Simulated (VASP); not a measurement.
BN, 2 atoms in the cell. It takes space group R3m (No. 160, trigonal). Conventional cell: a = 2.502 Å, b = 2.502 Å, c = 10.119 Å, α = 90.00°, β = 90.00°, γ = 120.00°. N (site symmetry 3m) is surrounded by 3 B at 1.44 Å. B (site symmetry 3m) has 3 N at 1.44 Å as nearest neighbours. The cell is a database's computed one.

```yaml
Program: VASP 6.6.1
Task: relaxation of cell and atoms
Functional: r2SCAN
Potentials_or_basis: VASP PAW PBE potentials, release 64 (N, B)
Cutoff: 600 eV
k_mesh: 12 × 12 × 12
Occupations: gaussian, width 0.05 eV
Spin: no spin polarisation
Further_INCAR_settings: ALGO = Normal; EDIFF = 1e-06; IBRION = 2; EDIFFG = -0.02; NSW = 40; ISIF = 3
```

Potentials or basis: VASP PAW PBE potentials, release 64 (N, B).

Run with:

```sh
$ cat potpaw_PBE.64/N/POTCAR potpaw_PBE.64/B/POTCAR > POTCAR
$ mpirun -np 1 vasp_std > vasp.out
```

Hardware: 1 thread of AMD EPYC 9R45 (Zen 5) (shared host).

Estimate the wall time of this run.

Run time: 3.5 min on 1 thread of AMD EPYC 9R45 (Zen 5), on a shared host, peak memory 0.15 GiB. Counts: scf iterations 18, k points 189, ion steps 1.
